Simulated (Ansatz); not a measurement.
Volumes and bulk moduli along the 3d metals

Method: DFT, LDA (PW92), plane waves (420 eV) with PAW, scalar-relativistic (Ansatz 0.2.0). (PAW data from PBE, frozen cores regenerated.)

Each structure is relaxed within its symmetry, in the lowest magnetic state of the tried starts. B₀ comes from uniform scaling at fixed shape; a dash is a value not given.

```json
{"element": "Sc", "structure": "hcp", "V (Å³/atom)": "22.59", "B₀ (GPa)": "62", "magnetic state": "spin not included"}
{"element": "Ti", "structure": "hcp", "V (Å³/atom)": "16.11", "B₀ (GPa)": "127", "magnetic state": "non-magnetic"}
{"element": "V", "structure": "bcc", "V (Å³/atom)": "12.54", "B₀ (GPa)": "210", "magnetic state": "spin not included"}
{"element": "Cr", "structure": "bcc", "V (Å³/atom)": "10.84", "B₀ (GPa)": "-", "magnetic state": "non-magnetic"}
{"element": "Mn", "structure": "alpha-Mn (A12)", "V (Å³/atom)": "10.16", "B₀ (GPa)": "-", "magnetic state": "ferrimagnetic, largest moment 0.97 μB in the atomic sphere"}
{"element": "Fe", "structure": "bcc", "V (Å³/atom)": "10.39", "B₀ (GPa)": "251", "magnetic state": "ferromagnetic, net 1.99 μB per atom"}
{"element": "Co", "structure": "hcp", "V (Å³/atom)": "10.01", "B₀ (GPa)": "271", "magnetic state": "ferromagnetic, net 1.51 μB per atom"}
{"element": "Ni", "structure": "fcc", "V (Å³/atom)": "10.04", "B₀ (GPa)": "255", "magnetic state": "ferromagnetic, net 0.58 μB per atom"}
{"element": "Cu", "structure": "fcc", "V (Å³/atom)": "10.88", "B₀ (GPa)": "189", "magnetic state": "spin not included"}
{"element": "Zn", "structure": "hcp", "V (Å³/atom)": "13.56", "B₀ (GPa)": "106", "magnetic state": "spin not included"}
```
